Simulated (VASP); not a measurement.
Here is a VASP 6.6.1 calculation.

Contents of INCAR:

```
SYSTEM = PbS
  ALGO = Fast
  EDIFF = 1E-6
  ENCUT = 520
  GGA = PS
  ISIF = 2
  ISMEAR = 0
  LASPH = .True.
  LCHARG = .False.
  LREAL = .False.
  LWAVE = .False.
  NBANDS = 28
  NELM = 100
  PREC = Accurate
  SIGMA = 0.05
```

KPOINTS

```
k-points
0
Gamma
  4 6 6
  0 0 0
```

The input POSCAR:

```
PbS
1.0
   11.2982770800      0.0000000000      0.0000000000
    0.0000000000      3.0043750300      3.0061807900
    0.0000000000     -3.0043750300      3.0061807900
Pb S
2 2
Direct
    0.6245814000      0.2566380300      0.7566380300
    0.3754186000      0.7566380300      0.2566380300
    0.6136752500      0.7643619700      0.2643619700
    0.3863247500      0.2643619700      0.7643619700
```

Potentials or basis: VASP PAW PBE potentials, release 64 (Pb_d, S).

Run with:

```bash
$ cat potpaw_PBE.64/Pb_d/POTCAR potpaw_PBE.64/S/POTCAR > POTCAR
$ mpirun -np 1 vasp_std > vasp.out
```

Question: What does it give for the band gap on the k mesh?

Answer: 2.00 eV, indirect (least direct gap 2.02 eV).

Question: Predict the largest force.

Answer: 0.264 eV/Å.

Forces in eV/Å, atoms in the order of the input:
```
Pb  -0.264  0.000 -0.003
Pb   0.264  0.000 -0.003
S   -0.165  0.000  0.003
S    0.165  0.000  0.003
```

Caveat: the PAW data sets were made with another functional, which shifts forces and pressure a little; spin-orbit coupling is left out, which as a rule narrows the gap of such compounds by several tenths of an eV.
